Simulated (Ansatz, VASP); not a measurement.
# AgI: VASP beside Ansatz

```
Ag I
1.0
     0.00000    3.19276    3.19276
     3.19276    0.00000    3.19276
     3.19276    3.19276    0.00000
Ag I
1 1
Cartesian
  0.0000 0.0000 0.0000
  4.7891 4.7891 4.7891
```

Change from the starting cell: volume scaled by 0.96, crystal datasets.

Alike in both runs: task electric field gradients; functional PBE; k mesh 7 × 7 × 7; occupations fermi-dirac, width 0.03 eV; no spin polarisation.

|  | VASP | Ansatz |
| --- | --- | --- |
| version | VASP 6.6.1 | Ansatz 0.2.0 |
| potentials or method | VASP PAW PBE potentials, release 64 (Ag, I), cutoff 520 eV | all-electron PAW with datasets made for the crystal, scalar-relativistic |

|  | VASP | Ansatz | Ansatz less VASP |
| --- | --- | --- | --- |
| gap on the k mesh at the Fermi level (eV) | 1.34 | 1.34 | -0.003 |
| pressure (GPa) | 3.8 | 3.9 | +0.09 |
| Vzz of the field gradient on the site that differs most (V/Å²) | 0.0 | 0.0 | 0.00 |

Ansatz ran all-electron here, so the differences hold the error of VASP's frozen core and of both bases. Ansatz warned: «gradients_without_spin_orbit».

Caveats: spin-orbit coupling is left out, which moves the levels of the heavy elements.
